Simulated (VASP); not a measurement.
# Cd (Fm-3m) in VASP: notebook

The runs below take Cd through single point, with PBE.

Everything below comes from runs of VASP 6.6.1. Logs are shortened: lines on timing, memory, paths and dates and some standing lists are left out, and cuts for length are marked.

### 1 The crystal as given

The structure is cubic, space group Fm-3m (No. 225). The conventional cell has a = 4.422 Å, b = 4.422 Å, c = 4.422 Å, α = 90.00°, β = 90.00°, γ = 90.00°. Cd (site symmetry m-3m) has 12 Cd at 3.13 Å as nearest neighbours.

The cell was built by a generator and needn't be a form met in nature.

### 2 Single point, PBE

Input file INCAR:

```
  PREC = Accurate
  ENCUT = 520
  EDIFF = 1E-6
  ISMEAR = 0
  SIGMA = 0.05
  LREAL = False
  LASPH = True
  NELM = 100
  ALGO = Fast
  ISIF = 2
  LWAVE = False
  LCHARG = True
  GGA = PE
  LELF = True
  LVHAR = True
  NBANDS = 12
```

Input file KPOINTS:

```
Automatic mesh
0
Gamma
  8 8 8
```

Input file POSCAR:

```
Cd
1.0
    0.0000000000      2.2108213405      2.2108213405
    2.2108213405      0.0000000000      2.2108213405
    2.2108213405      2.2108213405      0.0000000000
Cd
1
Direct
    0.0000000000      0.0000000000      0.0000000000
```

Potentials or basis: VASP PAW PBE potentials, release 64 (Cd).

Run with:

```
$ cat potpaw_PBE.64/Cd/POTCAR > POTCAR
$ mpirun -np 1 vasp_std > vasp.out
```

OUTCAR:

```text
PREC = Accurate
   ENCUT = 520
   EDIFF = 1E-6
   ISMEAR = 0
   LREAL = False
   LASPH = True
   NELM = 100
   ISIF = 2
   GGA = PE

 ion  position               nearest neighbor table
   1  0.000  0.000  0.000-

  LATTYP: Found a face centered cubic cell.
 ALAT       =     4.4216426810

  Lattice vectors:

 A1 = (   0.0000000000,   2.2108213405,   2.2108213405)
 A2 = (   2.2108213405,   0.0000000000,   2.2108213405)
 A3 = (   2.2108213405,   2.2108213405,   0.0000000000)

Analysis of symmetry for initial positions (statically):
=====================================================================
 Subroutine PRICEL returns:
 Original cell was already a primitive cell.

 Routine SETGRP: Setting up the symmetry group for a
 face centered cubic supercell.

 Subroutine GETGRP returns: Found 48 space group operations
 (whereof 48 operations were pure point group operations)
 out of a pool of 48 trial point group operations.

The static configuration has the point symmetry O_h .

Analysis of symmetry for dynamics (positions and initial velocities):
=====================================================================
 Subroutine PRICEL returns:
 Original cell was already a primitive cell.

 Routine SETGRP: Setting up the symmetry group for a
 face centered cubic supercell.

 Subroutine GETGRP returns: Found 48 space group operations
 (whereof 48 operations were pure point group operations)
 out of a pool of 48 trial point group operations.

The dynamic configuration has the point symmetry O_h .

 Subroutine INISYM returns: Found 48 space group operations
 (whereof 48 operations are pure point group operations),
 and found     1 'primitive' translations

----------------------------------------------------------------------------------------

                                     Primitive cell

  volume of cell :      21.6118

  direct lattice vectors                    reciprocal lattice vectors
     0.000000000  2.210821340  2.210821340    -0.226160292  0.226160292  0.226160292
     2.210821340  0.000000000  2.210821340     0.226160292 -0.226160292  0.226160292
     2.210821340  2.210821340  0.000000000     0.226160292  0.226160292 -0.226160292

  length of vectors
     3.126573524  3.126573524  3.126573524     0.391721116  0.391721116  0.391721116

  position of ions in fractional coordinates (direct lattice)
     0.000000000  0.000000000  0.000000000

  ion indices of the primitive-cell ions
   primitive index   ion index
                 1           1

----------------------------------------------------------------------------------------

 KPOINTS: Automatic mesh

Automatic generation of k-mesh.
 Grid dimensions read from file:
 generate k-points for:    8    8    8

 Generating k-lattice:

  Cartesian coordinates                     Fractional coordinates (reciprocal lattice)
    -0.028270037  0.028270037  0.028270037     0.125000000  0.000000000  0.000000000
     0.028270037 -0.028270037  0.028270037     0.000000000  0.125000000  0.000000000
     0.028270037  0.028270037 -0.028270037     0.000000000  0.000000000  0.125000000

  Length of vectors
     0.048965140  0.048965140  0.048965140

  Shift w.r.t. Gamma in fractional coordinates (k-lattice)
     0.000000000  0.000000000  0.000000000

 Subroutine IBZKPT returns following result:
 ===========================================

 Found     29 irreducible k-points:

 Following reciprocal coordinates:
            Coordinates               Weight
  0.000000  0.000000  0.000000      1.000000
  0.125000  0.000000  0.000000      8.000000
  0.250000  0.000000  0.000000      8.000000
  0.375000  0.000000  0.000000      8.000000
  0.500000  0.000000  0.000000      4.000000
  0.125000  0.125000  0.000000      6.000000
[... 16 lines left out ...]
  0.500000  0.250000  0.125000     48.000000
 -0.375000  0.250000  0.125000     24.000000
 [... further k-points ...]
   k-points           NKPTS =     29   k-points in BZ     NKDIM =     29   number of bands    NBANDS=     12
   number of dos      NEDOS =    301   number of ions     NIONS =      1
   total plane-waves  NPLWV =  13824
   dimension x,y,z NGX =    24 NGY =   24 NGZ =   24
   dimension x,y,z NGXF=    48 NGYF=   48 NGZF=   48
   ions per type =               1
   NGX,Y,Z   is equivalent  to a cutoff of  12.76, 12.76, 12.76 a.u.
   NGXF,Y,Z  is equivalent  to a cutoff of  25.52, 25.52, 25.52 a.u.
 SYSTEM =  unknown system
   PREC   = accura    normal or accurate (medium, high low for compatibility)
   ISTART =      0    job   : 0-new  1-cont  2-samecut
   ICHARG =      2    charge: 1-file 2-atom 10-const
   ISPIN  =      1    spin polarized calculation?
   LNONCOLLINEAR =      F non collinear calculations
   LSORBIT =      F    spin-orbit coupling
   LASPH  =      T    aspherical Exc in radial PAW
   ENCUT  =  520.0 eV  38.22 Ry    6.18 a.u.   5.81  5.81  5.81*2*pi/ulx,y,z
   NELM   =    100;   NELMIN=  2; NELMDL= -5     # of ELM steps
   EDIFF  = 0.1E-05   stopping-criterion for ELM
   LREAL  =      F    real-space projection
   EDIFFG = 0.1E-04   stopping-criterion for IOM
   NSW    =      0    number of steps for IOM
   IBRION =     -1    ionic relax: 0-MD 1-quasi-New 2-CG
   NFREE  =      0    steps in history (QN), initial steepest desc. (CG)
   ISIF   =      2    stress and relaxation
   ISYM   =      2    0-nonsym 1-usesym 2-fastsym
   POTIM  = 0.5000    time-step for ionic-motion
   TEBEG  =    0.0;   TEEND  =   0.0 temperature during run
   PSTRESS=    0.0 pullay stress
   NELECT =      12.0000    total number of electrons
   NUPDOWN=      -1.0000    fix difference up-down
   EMIN   =  10.00;   EMAX   =-10.00  energy-range for DOS
   EFERMI =   0.00;   METHOD = LEGACY
   ISMEAR =     0;   SIGMA  =   0.05  broadening in eV -4-tet -1-fermi 0-gaus
   EFERMI_NEDOS =   21; number of points for ismear=-14 and -15
   IALGO  =     68    algorithm
   IMIX   =      4    mixing-type and parameters
     AMIX     =   0.40;   BMIX     =  1.00
     AMIX_MAG =   1.60;   BMIX_MAG =  1.00
  volume/ion in A,a.u.               =      21.61       145.84
  Fermi-wavevector in a.u.,A,eV,Ry     =   1.345566  2.542751 24.633991  1.810547
  Thomas-Fermi vector in A             =   2.473468
   LORBIT       =      0    0 simple, 1 ext, 2 COOP (PROOUT), +10 PAW based schemes
   GGA     = PE    functional components
   LHFCALC =     F    Hartree Fock is set to
   AEXX    =    0.0000 exact exchange contribution
   IVDW    =     0    specifies the selected vdW correction
   LEPSILON=     F    determine dielectric tensor
   LRPA    =     F    only Hartree local field effects (RPA)
 non-spin polarized calculation
 RMM-DIIS sequential band-by-band and
 Gauss-broadening in eV      SIGMA  =   0.05
  energy-cutoff  :      520.00
  volume of cell :       21.61
 maximum number of plane-waves:       604
   NGX = 11   NGY = 11   NGZ = 11

 number of electron      12.0000005 magnetization

 Free energy of the ion-electron system (eV)
  ---------------------------------------------------
  ext. energy  EPLUGINS =         0.00000000
  ---------------------------------------------------
  free energy    TOTEN  =        -0.72344652 eV

  energy without entropy =       -0.72292877  energy(sigma->0) =       -0.72318764

 E-fermi :   2.6200     XC(G=0): -11.0396

 val. band max:        2.4982013876   @ k =  -0.3750   0.3750   0.1250
 cond. band min:       2.6687925608   @ k =   0.5000   0.1250   0.0000
 fundamental gap:      0.1705911733
 Fermi energy:         2.6200273217

 k-point     1 :       0.0000    0.0000    0.0000
  band No.  band energies     occupation
      1      -6.2552      2.00000
      2      -6.2552      2.00000
      3      -6.2552      2.00000
      4      -5.9521      2.00000
      5      -5.7911      2.00000
      6      -5.7911      2.00000
      7      16.8433      0.00000
      8      17.9643      0.00000
      9      17.9643      0.00000
     10      17.9643      0.00000
     11      21.3485      0.00000
     12      21.3485      0.00000

 k-point     2 :       0.1250    0.0000    0.0000
  band No.  band energies     occupation
      1      -6.3185      2.00000
      2      -6.1967      2.00000
      3      -6.1967      2.00000
      4      -5.7999      2.00000
      5      -5.7999      2.00000
      6      -5.5179      2.00000
      7      13.9810      0.00000
      8      17.0934      0.00000
      9      17.4183      0.00000
     10      17.4183      0.00000
     11      21.6010      0.00000
     12      22.2744      0.00000

 k-point     3 :       0.2500    0.0000    0.0000
  band No.  band energies     occupation
      1      -6.5052      2.00000
      2      -6.1541      2.00000
      3      -6.1541      2.00000
      4      -5.7138      2.00000
      5      -5.7138      2.00000
      6      -4.1778      2.00000
      7       9.2089      0.00000
      8      16.5402      0.00000
      9      16.5402      0.00000
     10      16.8107      0.00000
     11      21.1142      0.00000
     12      21.2113      0.00000
[... 286 lines left out ...]
 k-point    23 :       0.5000    0.2500    0.1250
  band No.  band energies     occupation
      1      -6.4937      2.00000
      2      -6.3125      2.00000
      3      -6.0347      2.00000
      4      -5.8011      2.00000
      5      -5.5148      2.00000
      6      -0.7692      2.00000
      7       5.8364      0.00000
      8       9.8796      0.00000
      9      12.1202      0.00000
     10      17.4264      0.00000
     11      20.3051      0.00000
     12      22.5304      0.00000

 k-point    24 :      -0.3750    0.2500    0.1250
  band No.  band energies     occupation
      1      -6.4929      2.00000
      2      -6.3825      2.00000
      3      -5.9396      2.00000
      4      -5.8665      2.00000
      5      -5.4396      2.00000
      6       2.0758      2.00000
      7       2.2886      2.00000
      8      10.2269      0.00000
      9      10.9678      0.00000
     10      17.1857      0.00000
     11      20.3716      0.00000
     12      25.4153      0.00000

 [... further k-points ...]

------------------------ aborting loop because EDIFF is reached ----------------------------------------

  FORCE on cell =-STRESS in cart. coord.  units (eV):
  Direction    XX          YY          ZZ          XY          YZ          ZX
  --------------------------------------------------------------------------------------
  -------------------------------------------------------------------------------------
  Total        0.4281575      0.4281575      0.4281575      0.0000000     -0.0000000      0.0000000
  in kB       31.7411860     31.7411860     31.7411860      0.0000000     -0.0000000      0.0000000
  external PRESSURE =      31.7411860 kB  Pullay stress =       0.0000000 kB

 VOLUME and BASIS-vectors are now :
 -----------------------------------------------------------------------------
  energy-cutoff  :      520.00
  volume of cell :       21.61
      direct lattice vectors                 reciprocal lattice vectors
     0.000000000  2.210821340  2.210821340    -0.226160292  0.226160292  0.226160292
     2.210821340  0.000000000  2.210821340     0.226160292 -0.226160292  0.226160292
     2.210821340  2.210821340  0.000000000     0.226160292  0.226160292 -0.226160292

 POSITION                                       TOTAL-FORCE (eV/Angst)
 -----------------------------------------------------------------------------------
      0.00000      0.00000      0.00000         0.000000      0.000000      0.000000
 -----------------------------------------------------------------------------------
    total drift:                                0.000000      0.000000     -0.000000

  FREE ENERGIE OF THE ION-ELECTRON SYSTEM (eV)
  ---------------------------------------------------
  free  energy   TOTEN  =        -0.7234465220 eV

  energy  without entropy=       -0.7229287658  energy(sigma->0) =       -0.72318764
```

It took 7.4 s on 1 thread of Intel Xeon Platinum 8488C (Sapphire Rapids), shared host; peak memory 0.13 GiB.

Results:

- Free energy: -0.7234 eV
- Pressure: 3.2 GPa
- Band gap on the k mesh: none (metal or under the smearing width)

(Part 1 of 2 ends here.)
